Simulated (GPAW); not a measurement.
# CuO (Cccm) in GPAW: reference runs

Reference runs on CuO: the cell as given and a disturbed copy.

Program: GPAW 26.7.0. These are calculated values, not measurements. Logs are shortened: lines on timing, memory, paths and dates and some standing lists are left out, and cuts for length are marked. The log counts tension as positive stress, the text compression.

### Step 1. The structure

The structure is orthorhombic, space group Cccm (No. 66). The conventional cell has a = 3.982 Å, b = 4.307 Å, c = 5.156 Å, α = 90.00°, β = 90.00°, γ = 90.00°. Around Cu (site symmetry 2/m) lie 4 O at 1.95 Å. O (site symmetry 222) has 4 Cu at 1.95 Å as nearest neighbours.

Measurements of this composition are mostly on another form, of space group No. 15.

### Step 2. Single point, PBEsol

Input file run.py:

```python
from ase import Atoms
from ase.dft.bandgap import bandgap
from ase.io import write
from ase.units import Bohr, GPa
from gpaw import GPAW, PW, setup_paths
from gpaw.elf import elf_from_dft_calculation

setup_paths.insert(0, '.')

atoms = Atoms(['Cu', 'Cu', 'O', 'O'],
              cell=[[1.990968, -2.15355, 0.0],
                    [1.990968, 2.15355, 0.0],
                    [0.0, 0.0, 5.155928]],
              scaled_positions=[[0.5, 0.0, 0.0],
                                [0.0, 0.5, 0.5],
                                [0.5, 0.5, 0.25],
                                [0.5, 0.5, 0.75]],
              pbc=True)

calc = GPAW(mode=PW(800),
            xc='PBEsol',
            kpts={'size': (9, 9, 5), 'gamma': True},
            occupations={'name': 'fermi-dirac', 'width': 0.05},
            nbands=33,
            convergence={'density': 1e-05, 'energy': 1e-05},
            maxiter=150,
            txt='gpaw.txt')
atoms.calc = calc
energy = atoms.get_potential_energy()
forces = atoms.get_forces()
stress = atoms.get_stress()
calc.write('gs.gpw')
write('result.traj', atoms)
print(f'Energy: {energy:.6f} eV')
print('Forces (eV/A):')
print(forces.round(4))
print('Stress (GPa):', (stress / GPa).round(3))
print('Fermi level:', round(calc.get_fermi_level(), 4), 'eV')
print(f'Gap: {bandgap(calc)[0]:.4f} eV, direct: {bandgap(calc, direct=True)[0]:.4f} eV')

# fields on the real-space grid
write('density.cube', atoms, data=calc.get_pseudo_density() * Bohr**3)
write('potential.cube', atoms, data=calc.get_electrostatic_potential())
write('elf.cube', atoms, data=elf_from_dft_calculation(calc).data)
```

Potentials or basis: PAW data sets generated in the run's folder for this functional, pw.

On the command line:

```
> gpaw-setup -f PBEsol Cu O
> OMP_NUM_THREADS=1 python run.py
```

gpaw.txt:

```text
__  _  _
 | _ |_)|_||  |
 |__||  | ||/\| - 26.7.0

Input parameters:
  mode=PW(ecut=800.0),
  convergence={'density': 1e-05, 'energy': 1e-05},
  kpts=MonkhorstPack(size=(9, 9, 5), gamma=True),
  maxiter=150,
  nbands=33,
  occupations=Occupations(name='fermi-dirac', width=0.05),
  xc=XC(name='PBEsol')

Diagonalizing LCAO Hamiltonian
Converting LCAO to pw mode

         CO

          O

       Cu

Atoms  # Å, Bohr magnetons
|   | symbol |        x |         y |        z |    initial magnetic moments |
|---|--------|----------|-----------|----------|-----------------------------|
| 0 |     Cu | 0.995484 | -1.076775 | 0.000000 | ( 0.0000,  0.0000,  0.0000) |
| 1 |     Cu | 0.995484 |  1.076775 | 2.577964 | ( 0.0000,  0.0000,  0.0000) |
| 2 |      O | 1.990968 |  0.000000 | 1.288982 | ( 0.0000,  0.0000,  0.0000) |
| 3 |      O | 1.990968 |  0.000000 | 3.866946 | ( 0.0000,  0.0000,  0.0000) |

Unit cell  # Å
| periodic |        x |         y |        z |  lengths |    angles |
|----------|----------|-----------|----------|----------|-----------|
|      yes | 1.990968 | -2.153550 | 0.000000 | 2.932871 | 90.000000 |
|      yes | 1.990968 |  2.153550 | 0.000000 | 2.932871 | 90.000000 |
|      yes | 0.000000 |  0.000000 | 5.155928 | 5.155928 | 94.492917 |

Number of symmetries: 4
Symmetry operations  # r_c * U_cc + t_c -> r_c
|   | kind |            matrix            |
|---|------|------------------------------|
| 0 |  E   |  1, 0, 0,  0, 1, 0,  0, 0, 1 |
| 1 |  σ   |  1, 0, 0,  0, 1, 0,  0, 0,-1 |
| 2 |  C2  | -1, 0, 0,  0,-1, 0,  0, 0, 1 |
| 3 |  i   | -1, 0, 0,  0,-1, 0,  0, 0,-1 |

BZ-sampling:
  Number of BZ points: 405
  Number of IBZ points: 123

  Monkhorst-Pack size: [9, 9, 5]
  Monkhorst-Pack shift: [0, 0, 0]

K-points  # in reciprocal-cell coordinates
|     |                                coordinates |     weight |
|-----|--------------------------------------------|------------|
|   0 | (  0.00000000,   0.00000000,   0.00000000) | 0.00246914 |
|   1 | (  0.00000000,   0.00000000,   0.20000000) | 0.00493827 |
|   2 | (  0.00000000,   0.00000000,   0.40000000) | 0.00493827 |
|   3 | (  0.00000000,   0.11111111,   0.00000000) | 0.00493827 |
|   4 | (  0.00000000,   0.11111111,   0.20000000) | 0.00987654 |
|   5 | (  0.00000000,   0.11111111,   0.40000000) | 0.00987654 |
|   6 | (  0.00000000,   0.22222222,   0.00000000) | 0.00493827 |
|   7 | (  0.00000000,   0.22222222,   0.20000000) | 0.00987654 |
|   8 | (  0.00000000,   0.22222222,   0.40000000) | 0.00987654 |
|   9 | (  0.00000000,   0.33333333,   0.00000000) | 0.00493827 |
| ... |                                            |            |
| 122 | (  0.44444444,   0.44444444,   0.40000000) | 0.00987654 |

Plane wave coefficients: 2289
Cutoff: 800.0 eV

Spin-components: 1 (collinear spins)
Bands:           33
Projectors:      22
Spin-degeneracy: 2
Datatype:        complex128

Parallelization:
  kpt:    1
  domain: 1
  band:   1

Density:
  Valence electrons: 34.0
  Components: 1
  Grid points: [20 20 35]
  Charge: 0.0  # |e|

Potential:
  Grid points: [20 20 35]

species:
  Cu:
    name:    Copper
    Z:       29.0
    valence: 11
    core:    18
    charge:  0.0  # [|e|]
    compensation charges:
      type: gauss
      rc: 0.33  # [Å]
      lmax: 2
    cutoffs:
      filter: 2.06  # [Å]
      core: 2.43  # [Å]
    projectors
    | kind |    occ | energy [eV] | rcut [Å] |
    |------|--------|-------------|----------|
    |   4s |  1.000 |      -4.607 |    1.164 |
    |   4p |  0.000 |      -0.637 |    1.164 |
    |   3d | 10.000 |      -5.060 |    1.058 |
    |    s |        |      22.604 |    1.164 |
    |    p |        |      26.574 |    1.164 |
    |    d |        |      22.151 |    1.058 |

    Using partial waves for Cu as LCAO basis

  O:
    name:    Oxygen
    Z:       8.0
    valence: 6
    core:    2
    charge:  0.0  # [|e|]
    compensation charges:
      type: gauss
      rc: 0.21  # [Å]
      lmax: 2
    cutoffs:
      filter: 1.17  # [Å]
      core: 0.83  # [Å]
    projectors
    | kind |    occ | energy [eV] | rcut [Å] |
    |------|--------|-------------|----------|
    |   2s |  2.000 |     -23.808 |    0.688 |
    |   2p |  4.000 |      -8.972 |    0.598 |
    |    s |        |       3.404 |    0.688 |
    |    p |        |      18.239 |    0.598 |
    |    d |        |       0.000 |    0.619 |

    Using partial waves for O as LCAO basis

Reference energy: -94036.894853  # eV

eigensolver:
  PPCG
  Converge bands: occupied
  niter=2

density mixing:
  MSR1-Mixer
  Pratt-step length: 0.05
  Maximum mixing coefficient: 0.75
  Old densities: 10
  SVD Regularization: 0.005
  Good broyden scale: 1.0
  Trust region scale: 1.0
  Backstep threshold: 4.0
  History deletion threshold: 6.0
  Fourier metric: weight=20.0, sigma=0.015

occupation numbers:
  Fermi-Dirac:
    width: 0.0500  # eV

poisson solver:
  ecut: 6400.0  # eV

xc functional:
  name: PBEsol with 2 nearest neighbor stencil

convergence criteria:
- Maximum integral of absolute [dens]ity change: 1e-05 electrons / valence electron
- Maximum [total energy] change in last 3 cyles: 1e-05 eV / valence electron
- Maximum integral of absolute [eigenst]ate change: 4e-08 eV^2 / valence electron
maximum number of iterations: 150

SCF iterations
|iter     | |      energy | eigst |  dens |
|---------|-|-------------|-------|-------|
|iter:   1| |  -27.769369 | +0.21 |       |
|iter:   2| |  -25.157805 | -1.79 | -0.88 |
|iter:   3| |  -21.732828 | -1.21 | -0.99 |
|iter:   4| |  -21.685022 | -3.49 | -1.60 |
|iter:   5| |  -21.709228 | -3.04 | -1.76 |
|iter:   6| |  -21.649333 | -3.37 | -1.86 |
|iter:   7| |  -21.646812 | -4.40 | -2.43 |
|iter:   8| |  -21.646733 | -6.16 | -2.95 |
|iter:   9| |  -21.646733c| -5.98 | -3.17 |
|iter:  10| |  -21.646733c| -8.31c| -4.41 |
|iter:  11| |  -21.646733c| -8.38c| -4.59 |
|iter:  12| |  -21.646733c| -9.19c| -5.47c|

Converged in 12 steps
Energy contributions relative to reference atoms: (reference = -94036.894853)

Energy contributions:
  Kinetic:         -10.700235
  Coulomb:           2.873387
  Zero:              0.649909
  External:          0.000000
  Xc:              -14.460158
  Entropy:          -0.019268
  Spinorbit:         0.000000
  ----------------------------
  Free energy:     -21.656367
  Extrapolated:    -21.646733

dipole moment: (-8.681597, 0.000000, -11.241188)  # |e|*Ang

Fermi level: 5.461
Eigenvalues  # (at kpt = [0.000, 0.000, 0.000])
| band index |      eig [eV] | occ [0-2] |
|------------|---------------|-----------|
|          0 |       -14.217 |     2.000 |
|        ... |               |           |
|          8 |         2.207 |     2.000 |
|          9 |         2.496 |     2.000 |
|         10 |         2.998 |     2.000 |
|         11 |         3.067 |     2.000 |
|         12 |         3.120 |     2.000 |
|         13 |         3.130 |     2.000 |
[... 8 lines left out ...]
|         22 |        19.879 |     0.000 |
|         23 |        19.991 |     0.000 |
|        ... |               |           |
|         32 |        29.643 |     0.000 |

No gap
No difference between direct/indirect transitions

Forces  # eV/Ang
|       x |       y |        z |
|---------|---------|----------|
| 0.00000 | 0.00000 |  0.00000 |  # Cu   0
| 0.00000 | 0.00000 |  0.00000 |  # Cu   1
| 0.00000 | 0.00000 | -0.00002 |  # O    2
| 0.00000 | 0.00000 |  0.00002 |  # O    3

Stress tensor  # eV/Ang^3
|         x |         y |        z |
|-----------|-----------|----------|
|  0.016748 | -0.000000 | 0.000000 |
| -0.000000 |  0.024327 | 0.000000 |
|  0.000000 |  0.000000 | 0.027471 |

# Writing to gs.gpw (mode='')
```

Wall time 3.1 min (1 thread of Arm Neoverse V1, shared host); peak memory 0.36 GiB.

What came out:

| Quantity | Value |
| --- | --- |
| Free energy | -21.6564 eV |
| Pressure | -3.7 GPa |
| Band gap on the k mesh | none (metal or under the smearing width) |

Levels at points of the mesh, in eV from the Fermi level:
| k point | band 15 | band 16 | band 17 | band 18 | band 19 | band 20 |
| --- | --- | --- | --- | --- | --- | --- |
| (0.00, 0.00, 0.00) | -2.27 | -1.86 | 0.61 | 0.80 | 1.39 | 6.02 |

Caveat: with this Cu data set, volumes or pressures lay over 1.5 % or 2 GPa off other programs in two to four cells of ten; the run has no spin polarisation, though such a crystal can be magnetic; semilocal functionals often make such compounds metallic where correlation or magnetic order opens a gap, which also shifts bond lengths. With open d or f shells a metallic result of PBEsol can be an artefact of self-interaction; +U or a hybrid may open a gap.

### Step 3. Single point, PBEsol (atoms moved at random, drawn with an rms of 0.05 Å)

Edit run.py of step 2 so:

```diff
@@ -3,5 +3,4 @@
 from ase.io import write
-from ase.units import Bohr, GPa
+from ase.units import GPa
 from gpaw import GPAW, PW, setup_paths
-from gpaw.elf import elf_from_dft_calculation
 
@@ -13,6 +12,6 @@
                     [0.0, 0.0, 5.155928]],
-              scaled_positions=[[0.5, 0.0, 0.0],
-                                [0.0, 0.5, 0.5],
-                                [0.5, 0.5, 0.25],
-                                [0.5, 0.5, 0.75]],
+              scaled_positions=[[0.501391, -0.00792, -0.003099],
+                                [-0.001827, 0.488699, 0.493582],
+                                [0.494269, 0.507184, 0.252127],
+                                [0.508504, 0.500442, 0.741345]],
               pbc=True)
@@ -39,6 +38 @@
 print(f'Gap: {bandgap(calc)[0]:.4f} eV, direct: {bandgap(calc, direct=True)[0]:.4f} eV')
-
-# fields on the real-space grid
-write('density.cube', atoms, data=calc.get_pseudo_density() * Bohr**3)
-write('potential.cube', atoms, data=calc.get_electrostatic_potential())
-write('elf.cube', atoms, data=elf_from_dft_calculation(calc).data)
```

Potentials or basis: PAW data sets generated in the run's folder for this functional, pw.

On the command line:

```
> gpaw-setup -f PBEsol Cu O
> OMP_NUM_THREADS=1 python run.py
```

gpaw.txt:

```text
__  _  _
 | _ |_)|_||  |
 |__||  | ||/\| - 26.7.0

Input parameters:
  mode=PW(ecut=800.0),
  convergence={'density': 1e-05, 'energy': 1e-05},
  kpts=MonkhorstPack(size=(9, 9, 5), gamma=True),
  maxiter=150,
  nbands=33,
  occupations=Occupations(name='fermi-dirac', width=0.05),
  xc=XC(name='PBEsol')

Diagonalizing LCAO Hamiltonian
Converting LCAO to pw mode

        CuO

          O

       Cu

Atoms  # Å, Bohr magnetons
|   | symbol |        x |         y |         z |    initial magnetic moments |
|---|--------|----------|-----------|-----------|-----------------------------|
| 0 |     Cu | 0.982485 | -1.096827 | -0.015978 | ( 0.0000,  0.0000,  0.0000) |
| 1 |     Cu | 0.969347 |  1.056372 |  2.544873 | ( 0.0000,  0.0000,  0.0000) |
| 2 |      O | 1.993861 |  0.027813 |  1.299949 | ( 0.0000,  0.0000,  0.0000) |
| 3 |      O | 2.008779 | -0.017362 |  3.822321 | ( 0.0000,  0.0000,  0.0000) |

Unit cell  # Å
| periodic |        x |         y |        z |  lengths |    angles |
|----------|----------|-----------|----------|----------|-----------|
|      yes | 1.990968 | -2.153550 | 0.000000 | 2.932871 | 90.000000 |
|      yes | 1.990968 |  2.153550 | 0.000000 | 2.932871 | 90.000000 |
|      yes | 0.000000 |  0.000000 | 5.155928 | 5.155928 | 94.492917 |

Number of symmetries: 1
Symmetry operations  # r_c * U_cc + t_c -> r_c
|   | kind |            matrix            |
|---|------|------------------------------|
| 0 |  E   |  1, 0, 0,  0, 1, 0,  0, 0, 1 |

BZ-sampling:
  Number of BZ points: 405
  Number of IBZ points: 203

  Monkhorst-Pack size: [9, 9, 5]
  Monkhorst-Pack shift: [0, 0, 0]

K-points  # in reciprocal-cell coordinates
|     |                                coordinates |     weight |
|-----|--------------------------------------------|------------|
|   0 | (  0.00000000,   0.00000000,   0.00000000) | 0.00246914 |
|   1 | (  0.00000000,   0.00000000,   0.20000000) | 0.00493827 |
|   2 | (  0.00000000,   0.00000000,   0.40000000) | 0.00493827 |
|   3 | (  0.00000000,   0.11111111,  -0.40000000) | 0.00493827 |
|   4 | (  0.00000000,   0.11111111,  -0.20000000) | 0.00493827 |
|   5 | (  0.00000000,   0.11111111,   0.00000000) | 0.00493827 |
|   6 | (  0.00000000,   0.11111111,   0.20000000) | 0.00493827 |
|   7 | (  0.00000000,   0.11111111,   0.40000000) | 0.00493827 |
|   8 | (  0.00000000,   0.22222222,  -0.40000000) | 0.00493827 |
|   9 | (  0.00000000,   0.22222222,  -0.20000000) | 0.00493827 |
| ... |                                            |            |
| 202 | (  0.44444444,   0.44444444,   0.40000000) | 0.00493827 |

Plane wave coefficients: 2289
Cutoff: 800.0 eV

Spin-components: 1 (collinear spins)
Bands:           33
Projectors:      22
Spin-degeneracy: 2
Datatype:        complex128

Parallelization:
  kpt:    1
  domain: 1
  band:   1

Density:
  Valence electrons: 34.0
  Components: 1
  Grid points: [20 20 35]
  Charge: 0.0  # |e|

Potential:
  Grid points: [20 20 35]

species:
  Cu:
    name:    Copper
    Z:       29.0
    valence: 11
    core:    18
    charge:  0.0  # [|e|]
    compensation charges:
      type: gauss
      rc: 0.33  # [Å]
      lmax: 2
    cutoffs:
      filter: 2.06  # [Å]
      core: 2.43  # [Å]
    projectors
    | kind |    occ | energy [eV] | rcut [Å] |
    |------|--------|-------------|----------|
    |   4s |  1.000 |      -4.607 |    1.164 |
    |   4p |  0.000 |      -0.637 |    1.164 |
    |   3d | 10.000 |      -5.060 |    1.058 |
    |    s |        |      22.604 |    1.164 |
    |    p |        |      26.574 |    1.164 |
    |    d |        |      22.151 |    1.058 |

    Using partial waves for Cu as LCAO basis

  O:
    name:    Oxygen
    Z:       8.0
    valence: 6
    core:    2
    charge:  0.0  # [|e|]
    compensation charges:
      type: gauss
      rc: 0.21  # [Å]
      lmax: 2
    cutoffs:
      filter: 1.17  # [Å]
      core: 0.83  # [Å]
    projectors
    | kind |    occ | energy [eV] | rcut [Å] |
    |------|--------|-------------|----------|
    |   2s |  2.000 |     -23.808 |    0.688 |
    |   2p |  4.000 |      -8.972 |    0.598 |
    |    s |        |       3.404 |    0.688 |
    |    p |        |      18.239 |    0.598 |
    |    d |        |       0.000 |    0.619 |

    Using partial waves for O as LCAO basis

Reference energy: -94036.894853  # eV

eigensolver:
  PPCG
  Converge bands: occupied
  niter=2

density mixing:
  MSR1-Mixer
  Pratt-step length: 0.05
  Maximum mixing coefficient: 0.75
  Old densities: 10
  SVD Regularization: 0.005
  Good broyden scale: 1.0
  Trust region scale: 1.0
  Backstep threshold: 4.0
  History deletion threshold: 6.0
  Fourier metric: weight=20.0, sigma=0.015

occupation numbers:
  Fermi-Dirac:
    width: 0.0500  # eV

poisson solver:
  ecut: 6400.0  # eV

xc functional:
  name: PBEsol with 2 nearest neighbor stencil

convergence criteria:
- Maximum integral of absolute [dens]ity change: 1e-05 electrons / valence electron
- Maximum [total energy] change in last 3 cyles: 1e-05 eV / valence electron
- Maximum integral of absolute [eigenst]ate change: 4e-08 eV^2 / valence electron
maximum number of iterations: 150

SCF iterations
|iter     | |      energy | eigst |  dens |
|---------|-|-------------|-------|-------|
|iter:   1| |  -27.764086 | +0.21 |       |
|iter:   2| |  -25.160473 | -1.78 | -0.88 |
|iter:   3| |  -25.988192 | -0.88 | -0.99 |
|iter:   4| |  -22.890195 | -1.95 | -1.01 |
|iter:   5| |  -21.767717 | -1.91 | -1.21 |
|iter:   6| |  -21.647940 | -2.92 | -1.51 |
|iter:   7| |  -21.681410 | -2.90 | -1.79 |
|iter:   8| |  -21.618928 | -2.97 | -1.82 |
|iter:   9| |  -21.615944 | -4.60 | -2.51 |
|iter:  10| |  -21.615931 | -5.51 | -3.12 |
|iter:  11| |  -21.615883c| -5.90 | -3.31 |
|iter:  12| |  -21.615879c| -7.43c| -3.85 |
|iter:  13| |  -21.615878c| -7.87c| -4.29 |
|iter:  14| |  -21.615878c| -7.45c| -4.96 |
|iter:  15| |  -21.615878c| -8.77c| -5.46c|

Converged in 15 steps
Energy contributions relative to reference atoms: (reference = -94036.894853)

Energy contributions:
  Kinetic:         -10.478566
  Coulomb:           2.711570
  Zero:              0.650109
  External:          0.000000
  Xc:              -14.489089
  Entropy:          -0.019804
  Spinorbit:         0.000000
  ----------------------------
  Free energy:     -21.625781
  Extrapolated:    -21.615878

dipole moment: (8.503641, -0.157930, 11.004588)  # |e|*Ang

Fermi level: 5.459
Eigenvalues  # (at kpt = [0.000, 0.000, 0.000])
| band index |      eig [eV] | occ [0-2] |
|------------|---------------|-----------|
|          0 |       -14.226 |     2.000 |
|        ... |               |           |
|          8 |         2.276 |     2.000 |
|          9 |         2.510 |     2.000 |
|         10 |         2.909 |     2.000 |
|         11 |         3.089 |     2.000 |
|         12 |         3.130 |     2.000 |
|         13 |         3.166 |     2.000 |
[... 8 lines left out ...]
|         22 |        19.857 |     0.000 |
|         23 |        20.014 |     0.000 |
|        ... |               |           |
|         32 |        29.672 |     0.000 |

No gap
No difference between direct/indirect transitions

Forces  # eV/Ang
|        x |        y |        z |
|----------|----------|----------|
|  0.30124 |  0.32411 | -0.09326 |  # Cu   0
|  0.19813 |  0.07343 |  0.26492 |  # Cu   1
| -0.18708 | -0.32771 | -0.53334 |  # O    2
| -0.31224 | -0.06979 |  0.36168 |  # O    3

Stress tensor  # eV/Ang^3
|        x |         y |         z |
|----------|-----------|-----------|
| 0.015867 |  0.006474 |  0.006200 |
| 0.006474 |  0.023084 | -0.002621 |
| 0.006200 | -0.002621 |  0.024670 |

# Writing to gs.gpw (mode='')
```

Wall time 6 min (1 thread of Arm Neoverse V1, shared host); peak memory 0.5 GiB.

Results:

```yaml
Free_energy: -21.6258 eV
Pressure: -3.4 GPa
Largest_force: 0.653 eV/Å
Band_gap_on_the_k_mesh: none (metal or under the smearing width)
```

Forces on the atoms (eV/Å):
```
Cu   0.301  0.324 -0.093
Cu   0.198  0.073  0.265
O   -0.187 -0.328 -0.533
O   -0.312 -0.070  0.362
```

Stress tensor (GPa, compression positive):
```
-2.54 -1.04 -0.99
-1.04 -3.70  0.42
-0.99  0.42 -3.95
```

Caveat: with this Cu data set, volumes or pressures lay over 1.5 % or 2 GPa off other programs in two to four cells of ten; the run has no spin polarisation, though such a crystal can be magnetic; semilocal functionals often make such compounds metallic where correlation or magnetic order opens a gap, which also shifts bond lengths.
